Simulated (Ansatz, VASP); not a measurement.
PbS: VASP beside Ansatz

```xyz
2
Lattice="0.0000 3.2336 3.2336 3.2336 0.0000 3.2336 3.2336 3.2336 0.0000" Properties=species:S:1:pos:R:3 pbc="T T T"
Pb    0.0000    0.0000    0.0000
S     1.6168    1.6168    1.6168
```

Alike in both runs: task single point; functional r2SCAN; k mesh 6 × 6 × 6; no spin polarisation.

|  | VASP | Ansatz |
| --- | --- | --- |
| version | VASP 6.6.1 | Ansatz 0.2.0 |
| potentials or method | VASP PAW PBE potentials, release 64 (Pb_d, S) | plane waves, PAW |
| plane-wave cutoff (eV) | 520 | 500 |
| occupations | gaussian, width 0.01 eV | fixed |
| valence electrons in the cell | 20 | 20 |

|  | VASP | Ansatz | Ansatz less VASP |
| --- | --- | --- | --- |
| gap on the k mesh at the Fermi level (eV) | 0.91 | 0.91 | 0.000 |
| pressure (GPa) | 2.7 | 2.7 | 0.00 |

Caveats: the PAW data sets were made with another functional, which shifts forces and pressure a little (VASP); spin-orbit coupling is left out, which as a rule narrows the gap of such compounds by several tenths of an eV. A k mesh can miss the band edges.
